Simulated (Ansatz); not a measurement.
## TiO2: Field gradients at the nuclei

The cell is a COD entry whose atoms were relaxed with PBE, the cell held.

Space group Pbcn (No. 60); a = 4.5150, b = 5.4970, c = 4.9390 Å.

| site | Wyckoff | site symmetry | x | y | z |
| --- | --- | --- | --- | --- | --- |
| Ti | 4c | .2. | 0.0000 | 0.1745 | 0.2500 |
| O | 8d | 1 | 0.2704 | 0.3819 | 0.4197 |

One atom of each set is listed.

Level of theory: DFT, PBE, plane waves and PAW, scalar-relativistic, 420 eV cutoff, Γ-centred 5×5×5 k-points, Fermi–Dirac smearing 0.02 eV (Ansatz 0.2.0).

C_Q = eQV_zz/h, which is 24.18 MHz for Q = 1 b and V_zz = 10²¹ V/m²; η = (V_xx − V_yy)/V_zz.

49Ti: I = 7/2, Q = 247.0 mb; 17O: I = 5/2, Q = -25.58 mb. Nuclear quadrupole moments: year-2017 set (Pyykkö).

Q: Which values are expected at the nuclei?

A: 

| site | atoms | first shell | V_xx, V_yy, V_zz (10²¹ V/m²) | η | C_Q (MHz) |
| --- | --- | --- | --- | --- | --- |
| Ti | 4 | 6 O at 1.87–2.09 Å | -0.43, -2.25, 2.68 | 0.68 | 16.0 |
| O | 8 | 3 Ti at 1.87–2.09 Å; also 1 Ti at 3.18 Å | 0.69, 2.04, -2.73 | 0.49 | 1.69 |

At this cell the PBE pressure is 5 GPa, so with PBE the cell would grow if it were relaxed.

The relaxation (5 steps) took 20 s of wall time (20 s of CPU time) and 0.63 GiB at its peak, on 1 thread of AMD EPYC 9R45 (Zen 5) (x86_64; 90 cores open to the job, memory cap 2.5 GiB, no GPU), a shared host with a load of 0.5 a core.
